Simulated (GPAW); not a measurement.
Set up this calculation in GPAW 26.7.0, as an ASE script.

- Task: equation of state
- Functional: PBEsol
- Potentials or basis: PAW data sets generated in the run's folder for this functional
- Cutoff: 800 eV
- Basis: pw
- k mesh: 8 × 8 × 8
- Occupations: fermi-dirac, width 0.05 eV
- Spin: no spin polarisation
- Maxiter: 150
- Eos scales: [0.94, 0.96, 0.98, 1.0, 1.02, 1.04, 1.06]

The structure of CaO lies in POSCAR:

```
CaO
1.0
    0.0000000000      2.4035556960      2.4035556960
    2.4035556960      0.0000000000      2.4035556960
    2.4035556960      2.4035556960      0.0000000000
Ca O
1 1
Direct
    0.0000000000      0.0000000000      0.0000000000
    0.5000000000      0.5000000000      0.5000000000
```

The cell is a database's computed one.

One way to write it, as run:

run.py

```python
from ase.eos import EquationOfState
from ase.io import Trajectory, read
from ase.units import GPa
from gpaw import GPAW, PW, setup_paths

setup_paths.insert(0, '.')

atoms = read('POSCAR')

traj = Trajectory('eos.traj', 'w')
volumes, energies = [], []
for x in [0.94, 0.96, 0.98, 1.0, 1.02, 1.04, 1.06]:
    a = atoms.copy()
    a.set_cell(atoms.cell * x**(1 / 3), scale_atoms=True)
    calc = GPAW(mode=PW(800),
                xc='PBEsol',
                kpts={'size': (8, 8, 8), 'gamma': True},
                occupations={'name': 'fermi-dirac', 'width': 0.05},
                nbands=16,
                convergence={'density': 1e-05, 'energy': 1e-05},
                maxiter=150,
                txt=f'eos-{x:.2f}.txt')
    a.calc = calc
    energies.append(a.get_potential_energy(force_consistent=True))
    volumes.append(a.get_volume())
    p = -a.get_stress()[:3].mean() / GPa
    calc.write(f'eos-{x:.2f}.gpw')
    traj.write(a)
    print(f'{x:.2f} {volumes[-1]:10.4f} A^3 {energies[-1]:14.6f} eV {p:9.3f} GPa', flush=True)

v0, e0, B = EquationOfState(volumes, energies, eos='birchmurnaghan').fit()
print(f'V0 = {v0:.4f} A^3, E0 = {e0:.6f} eV, B0 = {B / GPa:.2f} GPa')
```

Potentials or basis: PAW data sets generated in the run's folder for this functional, pw.

Run with:

```bash
$ gpaw-setup -f PBEsol Ca O
$ OMP_NUM_THREADS=1 python run.py
```

Results of the run:

The equilibrium volume is 13.64 Å³/atom. The bulk modulus is 115 GPa. The pressure derivative of the bulk modulus is 4.5.

Run time: 71 s on 1 thread of Intel(R) Xeon(R) Platinum 8488C (Sapphire Rapids), on a shared host, peak memory 0.27 GiB.
